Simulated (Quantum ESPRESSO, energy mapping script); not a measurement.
**MnS (Browneite): J from the energies of magnetic orders**

How strongly do the moments of MnS (Browneite) couple under PBE+U (2 eV), QE, GBRV? The plan is to run several orders and fit a Heisenberg model.

Method: PBE with U = 2 eV on Mn d, ortho-atomic projectors; plane waves, U on orthogonalised atomic orbitals unless named otherwise, collinear spin, no spin–orbit coupling, in Quantum ESPRESSO 7.5.

## 1. The structure

The structure is cubic, space group F-43m (No. 216). Conventional cell: a = 5.600 Å, b = 5.600 Å, c = 5.600 Å, α = 90.00°, β = 90.00°, γ = 90.00°. Nearest to Mn lie 4 S at 2.42 Å. Nearest to S lie 4 Mn at 2.42 Å. Farther neighbours and most contacts between anions are not listed.

Coordinates:

```cif
data_structure
_symmetry_space_group_name_H-M 'P 1'
_symmetry_Int_Tables_number 1
_cell_length_a 3.9598
_cell_length_b 3.9598
_cell_length_c 3.9598
_cell_angle_alpha 60.000
_cell_angle_beta 60.000
_cell_angle_gamma 60.000
_cell_volume 43.90
loop_
_atom_site_label
_atom_site_type_symbol
_atom_site_fract_x
_atom_site_fract_y
_atom_site_fract_z
_atom_site_occupancy
Mn1 Mn 0.00000 0.00000 0.00000 1
S2 S 0.25000 0.25000 0.25000 1
```

A Hubbard U penalises fractional filling of the shell. It raises the cost of virtual hops to the neighbours, so couplings that rest on such hops usually weaken. These runs use Quantum ESPRESSO.

## 2. A first run with parallel moments

One run in the crystal's own cell, under PBE with U = 3 eV on Mn d, ortho-atomic projectors, Quantum ESPRESSO with GBRV potentials, shows which elements keep a moment. Transition or f elements with 0.3 μB or more enter the spin model; moments induced on other atoms do not.

The input, pw.in:

```
&control
  calculation = 'scf'
  prefix = 'pw'
  outdir = './tmp/'
  pseudo_dir = './pseudo/'
  verbosity = 'low'
/
&system
  ibrav = 0
  nat = 2
  ntyp = 2
  ecutwfc = 45
  ecutrho = 360
  nbnd = 21
  occupations = 'smearing'
  smearing = 'fd'
  degauss = 0.00367493
  nspin = 2
  starting_magnetization(1) = 0.3000
/
&electrons
  conv_thr = 5.0e-09
  electron_maxstep = 120
  mixing_beta = 0.3
  mixing_mode = 'plain'
/
ATOMIC_SPECIES
  Mn 54.9380 Mn.upf
  S 32.0600 S.upf
CELL_PARAMETERS angstrom
  0.00000000 2.80000000 2.80000000
  2.80000000 0.00000000 2.80000000
  2.80000000 2.80000000 0.00000000
ATOMIC_POSITIONS crystal
  Mn 0.00000000 0.00000000 0.00000000
  S 0.25000000 0.25000000 0.25000000
K_POINTS automatic
  7 7 7 0 0 0
HUBBARD {ortho-atomic}
U Mn-3d 3
```

Run with:

```console
$ OMP_NUM_THREADS=1 mpirun -n 4 pw.x -nk 4 -in pw.in > pw.out
```

The log of the run:

```text
Program PWSCF v.7.5 starts
[...]
unit-cell volume          =     296.2789 (a.u.)^3
     number of atoms/cell      =            2
[...]
number of electrons       =        21.00
     number of Kohn-Sham states=           21
     kinetic-energy cutoff     =      45.0000  Ry
     charge density cutoff     =     360.0000  Ry
     scf convergence threshold =      5.0E-09
[...]
Exchange-correlation=  SLA  PW   PBX  PBC
[...]
Hubbard projectors: ortho-atomic
     Hubbard parameters of DFT+U (Dudarev formulation) in eV:
[...]
atomic species   magnetization
[...]
24 Sym. Ops. (no inversion) found
[...]
number of k points=    20  Fermi-Dirac smearing, width (Ry)=  0.0037
[...]
Number of occupied Hubbard levels =    5.0000
     Atomic wfc used for Hubbard projectors are orthogonalized
[...]
iteration #  1     ecut=    45.00 Ry     beta= 0.30
[...]
Number of occupied Hubbard levels =    4.9599
     total energy              =    -235.22588438 Ry
     estimated scf accuracy    <       0.55109354 Ry
     total magnetization       =     5.00 Bohr mag/cell
     absolute magnetization    =     5.00 Bohr mag/cell
     iteration #  2     ecut=    45.00 Ry     beta= 0.30
[...]
total energy              =    -235.33084203 Ry
     estimated scf accuracy    <       0.02070044 Ry
     total magnetization       =     5.00 Bohr mag/cell
     absolute magnetization    =     5.00 Bohr mag/cell
     iteration #  3     ecut=    45.00 Ry     beta= 0.30
[...]
total energy              =    -235.33784414 Ry
     estimated scf accuracy    <       0.00990411 Ry
     total magnetization       =     5.00 Bohr mag/cell
     absolute magnetization    =     5.00 Bohr mag/cell
[...]
total energy              =    -235.33873682 Ry
[...]
iteration #  9     ecut=    45.00 Ry     beta= 0.30
[...]
total energy              =    -235.33873694 Ry
     estimated scf accuracy    <       0.00000002 Ry
     total magnetization       =     5.00 Bohr mag/cell
     absolute magnetization    =     5.00 Bohr mag/cell
     iteration # 10     ecut=    45.00 Ry     beta= 0.30
[...]
Magnetic moment per site  (integrated on atomic sphere of radius R)
     atom   1 (R=0.253)  charge= 12.9127  magn=  4.3311
     atom   2 (R=0.253)  charge=  4.2464  magn=  0.0680
     End of self-consistent calculation
     =================== HUBBARD OCCUPATIONS ===================
[...]
Number of occupied Hubbard levels =    5.2430
 ------ SPIN UP ------------
          k = 0.0000 0.0000 0.0000 (  1459 PWs)   bands (ev):
   -74.9142 -43.6429 -43.6429 -43.6429  -6.3094   1.4366   1.4366   1.4366
     2.5526   2.5526   7.2637   7.2637   7.2637   8.4314  13.2521  13.2521
[...]
k = 0.1010 0.1010-0.1010 (  1492 PWs)   bands (ev):
   -74.9142 -43.6437 -43.6431 -43.6431  -6.1987   1.3932   1.4897   1.4897
[...]
k = 0.2020 0.2020-0.2020 (  1507 PWs)   bands (ev):
[...]
k = 0.3030 0.3030-0.3030 (  1495 PWs)   bands (ev):
[...]
k = 0.2020-0.0000 0.0000 (  1499 PWs)   bands (ev):
[...]
k =-0.2020-0.4041 0.4041 (  1507 PWs)   bands (ev):
[...]
k =-0.1010-0.3030 0.3030 (  1511 PWs)   bands (ev):
[...]
k =-0.0000-0.2020 0.2020 (  1498 PWs)   bands (ev):
[...]
k = 0.4041-0.0000 0.0000 (  1495 PWs)   bands (ev):
[...]
k = 0.0000-0.4041 0.4041 (  1516 PWs)   bands (ev):
[...]
k = 0.4041 0.2020 0.0000 (  1506 PWs)   bands (ev):
[...]
------ SPIN DOWN ----------
          k = 0.0000 0.0000 0.0000 (  1459 PWs)   bands (ev):
[...]
k = 0.4041 0.2020-0.2020 (  1503 PWs)   bands (ev):
[...]
k = 0.5051 0.1010-0.1010 (  1506 PWs)   bands (ev):
[...]
k = 0.6061-0.0000 0.0000 (  1524 PWs)   bands (ev):
[...]
k = 0.4041 0.2020 0.0000 (  1506 PWs)   bands (ev):
[...]
k =-0.2020-0.4041 0.6061 (  1525 PWs)   bands (ev):
[...]
k =-0.1010-0.5051 0.7071 (  1515 PWs)   bands (ev):
[...]
17.0957  18.8032  20.5435  20.9016  21.6146
          k = 0.0000-0.4041 0.6061 (  1513 PWs)   bands (ev):
   -69.8302 -38.6741 -38.6730 -38.6718  -5.1717   3.0885   3.3430   4.2123
     8.4815   9.2886   9.8569  10.2033  10.5969  13.4498  14.3768  15.3635
    16.0591  18.9390  19.8202  21.6164  22.0027
     the Fermi energy is     7.7420 ev
!    total energy              =    -235.33873703 Ry
     estimated scf accuracy    <          4.4E-09 Ry
     smearing contrib. (-TS)   =      -0.00000006 Ry
     internal energy E=F+TS    =    -235.33873697 Ry
     The total energy is F=E-TS. E is the sum of the following terms:
     one-electron contribution =    -157.80278900 Ry
     hartree contribution      =      84.36776286 Ry
     xc contribution           =     -35.21984017 Ry
     ewald contribution        =    -126.71880431 Ry
     Hubbard energy            =       0.03493365 Ry
     total magnetization       =     5.00 Bohr mag/cell
     absolute magnetization    =     5.00 Bohr mag/cell
     convergence has been achieved in  10 iterations
=------------------------------------------------------------------------------=
   JOB DONE.
=------------------------------------------------------------------------------=
```

Elapsed: 7.2 s, on 4 MPI ranks of Arm Neoverse V1, shared host; peak memory 0.39 GiB.

Spin moment in the sphere by atom:

```
atom  spin moment in the sphere (μB)
 Mn1                            4.33
  S2                            0.07
```

The run ends ferromagnetic; Mn carries the moments.

## 3. Run 1 (parallel; cell A, 4 atoms)

Each cell gets its own parallel run on the same mesh, so that most of the mesh error cancels in the differences.

The potential files are GBRV's for PBE; pw.x takes the functional from them.

The input, pw.in:

```
&control
  calculation = 'scf'
  prefix = 'pw'
  outdir = './tmp/'
  pseudo_dir = './pseudo/'
  verbosity = 'low'
/
&system
  ibrav = 0
  nat = 4
  ntyp = 2
  ecutwfc = 45
  ecutrho = 360
  nbnd = 38
  occupations = 'smearing'
  smearing = 'fd'
  degauss = 0.00367493
  nspin = 2
  starting_magnetization(1) = 0.3000
/
&electrons
  conv_thr = 1.0e-08
  electron_maxstep = 120
  mixing_beta = 0.3
  mixing_mode = 'plain'
/
ATOMIC_SPECIES
  Mn 54.9380 Mn.upf
  S 32.0600 S.upf
CELL_PARAMETERS angstrom
  0.00000000 -2.80000000 -2.80000000
  0.00000000 2.80000000 -2.80000000
  5.60000000 0.00000000 0.00000000
ATOMIC_POSITIONS crystal
  Mn 0.50000000 0.50000000 0.50000000
  Mn 0.00000000 0.00000000 0.00000000
  S 0.00000000 0.50000000 0.75000000
  S 0.50000000 0.00000000 0.25000000
K_POINTS automatic
  5 5 4 0 0 0
HUBBARD {ortho-atomic}
U Mn-3d 2
```

The log of the run:

```text
[banner, memory and clock lines left out]
Program PWSCF v.7.5 starts
[...]
unit-cell volume          =     592.5578 (a.u.)^3
     number of atoms/cell      =            4
[...]
number of electrons       =        42.00
     number of Kohn-Sham states=           38
     kinetic-energy cutoff     =      45.0000  Ry
     charge density cutoff     =     360.0000  Ry
     scf convergence threshold =      1.0E-08
[...]
Exchange-correlation=  SLA  PW   PBX  PBC
[...]
Hubbard projectors: ortho-atomic
     Hubbard parameters of DFT+U (Dudarev formulation) in eV:
[...]
atomic species   magnetization
[...]
8 Sym. Ops. (no inversion) found
[...]
number of k points=    18  Fermi-Dirac smearing, width (Ry)=  0.0037
[...]
Number of occupied Hubbard levels =   10.0000
     Atomic wfc used for Hubbard projectors are orthogonalized
[...]
iteration #  1     ecut=    45.00 Ry     beta= 0.30
[...]
Number of occupied Hubbard levels =    9.8998
     total energy              =    -470.45774413 Ry
     estimated scf accuracy    <       1.13868805 Ry
     total magnetization       =     9.96 Bohr mag/cell
     absolute magnetization    =     9.96 Bohr mag/cell
     iteration #  2     ecut=    45.00 Ry     beta= 0.30
[...]
total energy              =    -470.68603997 Ry
     estimated scf accuracy    <       0.03930644 Ry
     total magnetization       =    10.00 Bohr mag/cell
     absolute magnetization    =    10.00 Bohr mag/cell
     iteration #  3     ecut=    45.00 Ry     beta= 0.30
[...]
total energy              =    -470.69980814 Ry
     estimated scf accuracy    <       0.01993269 Ry
     total magnetization       =    10.00 Bohr mag/cell
     absolute magnetization    =    10.00 Bohr mag/cell
     iteration #  4     ecut=    45.00 Ry     beta= 0.30
[...]
total energy              =    -470.70181333 Ry
     estimated scf accuracy    <       0.00388437 Ry
     total magnetization       =    10.00 Bohr mag/cell
     absolute magnetization    =    10.00 Bohr mag/cell
     iteration #  5     ecut=    45.00 Ry     beta= 0.30
[...]
total energy              =    -470.70152820 Ry
     estimated scf accuracy    <       0.00130827 Ry
     total magnetization       =    10.00 Bohr mag/cell
     absolute magnetization    =    10.00 Bohr mag/cell
     iteration #  6     ecut=    45.00 Ry     beta= 0.30
[...]
total energy              =    -470.70179516 Ry
     estimated scf accuracy    <       0.00001813 Ry
     total magnetization       =    10.00 Bohr mag/cell
     absolute magnetization    =    10.00 Bohr mag/cell
     iteration #  7     ecut=    45.00 Ry     beta= 0.30
[...]
total energy              =    -470.70180477 Ry
     estimated scf accuracy    <       0.00002520 Ry
     total magnetization       =    10.00 Bohr mag/cell
     absolute magnetization    =    10.00 Bohr mag/cell
     iteration #  8     ecut=    45.00 Ry     beta= 0.30
[...]
total energy              =    -470.70181027 Ry
     estimated scf accuracy    <       0.00000024 Ry
     total magnetization       =    10.00 Bohr mag/cell
     absolute magnetization    =    10.00 Bohr mag/cell
     iteration #  9     ecut=    45.00 Ry     beta= 0.30
[...]
total energy              =    -470.70181060 Ry
     estimated scf accuracy    <       0.00000016 Ry
     total magnetization       =    10.00 Bohr mag/cell
     absolute magnetization    =    10.00 Bohr mag/cell
     iteration # 10     ecut=    45.00 Ry     beta= 0.30
[...]
total energy              =    -470.70181069 Ry
     estimated scf accuracy    <       0.00000003 Ry
     total magnetization       =    10.00 Bohr mag/cell
     absolute magnetization    =    10.00 Bohr mag/cell
     iteration # 11     ecut=    45.00 Ry     beta= 0.30
[...]
Magnetic moment per site  (integrated on atomic sphere of radius R)
     atom   1 (R=0.253)  charge= 12.9209  magn=  4.2941
     atom   2 (R=0.253)  charge= 12.9215  magn=  4.2944
     atom   3 (R=0.253)  charge=  4.2401  magn=  0.0897
     atom   4 (R=0.253)  charge=  4.2401  magn=  0.0897
     End of self-consistent calculation
     =================== HUBBARD OCCUPATIONS ===================
     ------------------------ ATOM    1 ------------------------
     Tr[ns(  1)] (up, down, total) =   4.94649  0.32341  5.26989
     Atomic magnetic moment for atom   1 =   4.62308
     SPIN  1
     eigenvalues:
       0.986  0.986  0.986  0.995  0.995
     eigenvectors (columns):
      -0.000 -0.000  0.000  0.500 -0.866
       0.000 -0.264  0.965 -0.000  0.000
       1.000  0.000 -0.000 -0.000 -0.000
      -0.000  0.000 -0.000 -0.866 -0.500
      -0.000  0.965  0.264  0.000  0.000
     occupation matrix ns (before diag.):
       0.995 -0.000  0.000  0.000  0.000
      -0.000  0.986 -0.000  0.000  0.000
       0.000 -0.000  0.986  0.000  0.000
       0.000  0.000  0.000  0.995 -0.000
[...]
SPIN  2
     eigenvalues:
[...]
eigenvectors (columns):
[...]
occupation matrix ns (before diag.):
[...]
------------------------ ATOM    2 ------------------------
     Tr[ns(  2)] (up, down, total) =   4.94649  0.32340  5.26989
     Atomic magnetic moment for atom   2 =   4.62308
     SPIN  1
     eigenvalues:
[...]
eigenvectors (columns):
[...]
occupation matrix ns (before diag.):
[...]
SPIN  2
     eigenvalues:
[...]
eigenvectors (columns):
[...]
occupation matrix ns (before diag.):
       0.028 -0.000 -0.000  0.000  0.000
      -0.000  0.089 -0.000  0.000  0.000
      -0.000 -0.000  0.089  0.000  0.000
       0.000  0.000  0.000  0.028 -0.000
       0.000  0.000  0.000 -0.000  0.089
     Number of occupied Hubbard levels =   10.5398
 ------ SPIN UP ------------
          k = 0.0000 0.0000 0.0000 (  2983 PWs)   bands (ev):
   -74.8247 -74.8245 -43.5589 -43.5569 -43.5569 -43.5556 -43.5555 -43.5555
    -6.3510  -5.4872   1.2926   1.8434   1.8434   1.8437   2.6168   2.6168
     3.1163   3.1165   3.2495   3.3197   3.9354   4.8382   4.8382   7.3813
     7.3813   7.3817   8.4185  10.1034  11.7307  13.2483  13.2483  13.2490
    16.5917  18.0025  18.0029  18.1437  18.1437  18.8605
          k = 0.1768 0.0000 0.0000 (  3015 PWs)   bands (ev):
   -74.8247 -74.8246 -43.5584 -43.5567 -43.5567 -43.5562 -43.5558 -43.5558
    -6.2341  -5.6237   1.3385   1.7295   1.9161   1.9161   2.4354   2.4354
     3.0204   3.0652   3.1456   3.2894   4.5769   5.2243   5.2243   6.5747
     6.9699   6.9699   9.4850  10.2906  11.8546  12.6926  13.7643  13.7643
    15.7024  16.3561  16.7498  16.7498  18.0977  18.6935
          k =-0.3536 0.0000-0.0000 (  2982 PWs)   bands (ev):
   -74.8247 -74.8246 -43.5573 -43.5573 -43.5562 -43.5562 -43.5562 -43.5562
    -5.9388  -5.9388   1.4992   1.4992   2.1300   2.1300   2.1300   2.1300
[...]
15.0435  15.0435  15.0435  15.0435  18.3617  18.3617
          k = 0.0000 0.1414-0.1414 (  2996 PWs)   bands (ev):
[...]
15.7509  16.3244  16.7879  17.0964  17.4959  19.0808
          k = 0.1768 0.1414-0.1414 (  3014 PWs)   bands (ev):
[...]
14.5535  15.5798  16.9277  17.3100  17.4953  18.5323
          k =-0.3536 0.1414-0.1414 (  3008 PWs)   bands (ev):
[...]
14.5143  14.5143  16.6661  16.6662  18.5071  18.5071
          k = 0.0000 0.2828-0.2828 (  3028 PWs)   bands (ev):
[...]
14.4231  14.8932  16.3938  17.5228  17.7544  18.8845
          k = 0.1768 0.2828-0.2828 (  3010 PWs)   bands (ev):
[...]
14.3385  14.7887  17.3763  18.1126  18.2896  18.5322
          k =-0.3536 0.2828-0.2828 (  3004 PWs)   bands (ev):
[...]
14.3359  14.3359  18.1567  18.1567  18.8044  18.8044
          k = 0.0000 0.0000-0.2828 (  3009 PWs)   bands (ev):
[...]
14.5401  14.9434  15.3543  18.2399  18.5335  20.1335
          k = 0.1768 0.0000-0.2828 (  3025 PWs)   bands (ev):
[...]
k =-0.3536 0.0000-0.2828 (  3034 PWs)   bands (ev):
[...]
k = 0.0000 0.1414-0.4243 (  3027 PWs)   bands (ev):
[...]
k = 0.1768 0.1414-0.4243 (  3028 PWs)   bands (ev):
[...]
k =-0.3536 0.1414-0.4243 (  3016 PWs)   bands (ev):
[...]
k = 0.0000 0.0000-0.5657 (  3048 PWs)   bands (ev):
[...]
k = 0.1768 0.0000-0.5657 (  3029 PWs)   bands (ev):
[...]
k =-0.3536 0.0000-0.5657 (  3028 PWs)   bands (ev):
[...]
------ SPIN DOWN ----------
          k = 0.0000 0.0000 0.0000 (  2983 PWs)   bands (ev):
[...]
k = 0.1768 0.0000 0.0000 (  3015 PWs)   bands (ev):
[...]
k =-0.3536 0.0000-0.0000 (  2982 PWs)   bands (ev):
[...]
k =-0.3536 0.1414-0.1414 (  3008 PWs)   bands (ev):
[...]
k =-0.3536 0.2828-0.2828 (  3004 PWs)   bands (ev):
[...]
k = 0.1768 0.0000-0.2828 (  3025 PWs)   bands (ev):
[...]
k =-0.3536 0.0000-0.2828 (  3034 PWs)   bands (ev):
[...]
k = 0.0000 0.1414-0.4243 (  3027 PWs)   bands (ev):
[...]
k = 0.1768 0.1414-0.4243 (  3028 PWs)   bands (ev):
[...]
15.8598  16.2543  18.0431  18.3987  19.6684  19.6979
          k =-0.3536 0.1414-0.4243 (  3016 PWs)   bands (ev):
[...]
15.7308  15.7308  18.6739  18.6740  19.5914  19.5915
          k = 0.0000 0.0000-0.5657 (  3048 PWs)   bands (ev):
[...]
17.3270  18.1049  18.1050  19.0582  19.5077  20.3145
          k = 0.1768 0.0000-0.5657 (  3029 PWs)   bands (ev):
[...]
9.9918  10.0983  12.6787  12.7585  13.8630  14.1176  15.5199  16.3779
    16.8703  17.3262  18.1859  18.3126  19.7079  20.3026
          k =-0.3536 0.0000-0.5657 (  3028 PWs)   bands (ev):
   -69.7889 -69.7889 -38.6340 -38.6340 -38.6329 -38.6329 -38.6317 -38.6317
    -5.2313  -5.2313   3.0527   3.0528   3.3337   3.3337   4.2222   4.2222
     8.2816   8.2816   8.9040   8.9041   9.4565   9.4565   9.8360   9.8360
    10.2589  10.2589  13.5909  13.5909  14.1131  14.1131  14.8876  14.8876
    16.3701  16.3702  18.6218  18.6219  19.5926  19.5926
     the Fermi energy is     7.6800 ev
!    total energy              =    -470.70181078 Ry
     estimated scf accuracy    <          2.1E-09 Ry
     smearing contrib. (-TS)   =      -0.00000480 Ry
     internal energy E=F+TS    =    -470.70180598 Ry
     The total energy is F=E-TS. E is the sum of the following terms:
     one-electron contribution =    -315.72380327 Ry
     hartree contribution      =     168.83467324 Ry
     xc contribution           =     -70.42663651 Ry
     ewald contribution        =    -253.43760863 Ry
     Hubbard energy            =       0.05156919 Ry
     total magnetization       =    10.00 Bohr mag/cell
     absolute magnetization    =    10.00 Bohr mag/cell
     convergence has been achieved in  11 iterations
```

Run time: 22 s. Hardware: 4 MPI ranks; peak memory 0.62 GiB; 90 s of CPU time.

Spin moment in the sphere by atom:

| atom | spin moment in the sphere (μB) |
| --- | --- |
| Mn1 | 4.29 |
| Mn2 | 4.29 |
| S3 | 0.09 |
| S4 | 0.09 |

The run ends ferromagnetic.

(Part 1 of 2 ends here.)

[Logs and program files are shortened in this print: banners, set-up blocks, solver, clock and traceback lines can be left out without a mark of their own.]

[Logs are printed without paths, hosts, clocks, repeated set-up lines and the standing remarks that a program may print on its own settings, such as how far it seeks lower states.]

[Hosts, paths, dates, database ids (printed as entryN), source tags and the programs' standing remarks are cut or masked in the printed files.]

[Where a cell is said to come from a database of computed structures, the database is the Materials Project.]
